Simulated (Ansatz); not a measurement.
Task: a phonon calculation by linear response of PbS, space group R3m, with Ansatz 0.2.0, Python API. Give the script and its output. Settings: LDA, PAW, the default cutoff (420 eV here), 6×6×6 k-points, Gaussian smearing of 0.05 eV.

```
CELL_PARAMETERS angstrom
2.11266 1.21975 3.45192
-2.11266 1.21975 3.45192
0.00000 -2.43949 3.45192
ATOMIC_POSITIONS crystal
Pb 0.98057 0.98057 0.98057
S 0.47504 0.47504 0.47504
```

`dfpt_pbs.py`:
```python
"""DFPT phonons of PbS."""

from pathlib import Path
import argparse
import warnings

import ansatz as az
import numpy as np

parser = argparse.ArgumentParser(description="DFPT phonons of PbS.")
parser.add_argument("--occupations", default="Gaussian", help="how the bands are filled")
parser.add_argument("--sigma", type=float, default=0.05, help="smearing width (eV)")
parser.add_argument("--kgrid", type=int, nargs=3, required=True, help="k-point sampling")
args = parser.parse_args()

warnings.simplefilter("ignore", az.DeckWarning)

lattice = az.Lattice.of(
    [2.112662, 1.219746, 3.451916],
    [-2.112662, 1.219746, 3.451916],
    [0.0, -2.439492, 3.451916],
)
sites = [
    ("Pb", [0.980566, 0.980566, 0.980566]),
    ("S", [0.475036, 0.475036, 0.475036]),
]
pbs = az.Crystal(lattice=lattice)
for symbol, position in sites:
    pbs = pbs.atom(symbol, position)

setup = (
    pbs.calculation()
    .occupations(args.occupations, width=args.sigma)
    .functional(az.Functional.LDA)
    .kpoints(*args.kgrid)
    .phonons("dfpt")
)
done = setup.run(threads=1, runs_dir="runs")
ph = done.phonons

print("Gamma modes (1/cm):", " ".join(f"{w:.1f}" for w in ph.gamma_omega_inv_cm))
print("in meV:", " ".join(f"{w * 0.1239842:.2f}" for w in ph.gamma_omega_inv_cm))
```

Output of `python dfpt_pbs.py --kgrid 6 6 6`:
```text
Gamma modes (1/cm): -52.4 -52.4 -26.4 0.0 0.0 0.0
in meV: -6.49 -6.49 -3.27 0.00 0.00 0.00
```

The cell isn't relaxed first, so the values belong to this volume. A negative frequency stands for an imaginary mode. Spin-orbit coupling, which matters for elements this heavy, is left out. No non-analytic term is added, so at the zone centre the longitudinal optical modes of a polar crystal aren't split off. The structure comes from a database of computed cells and needn't be a stable or known phase. The structure is taken as given; imaginary modes can come from an unrelaxed or unstable start. It ran for 22 s on 1 thread of Intel(R) Xeon(R) Processor @ 2.30GHz, with other jobs on the host, peak memory 0.66 GiB.
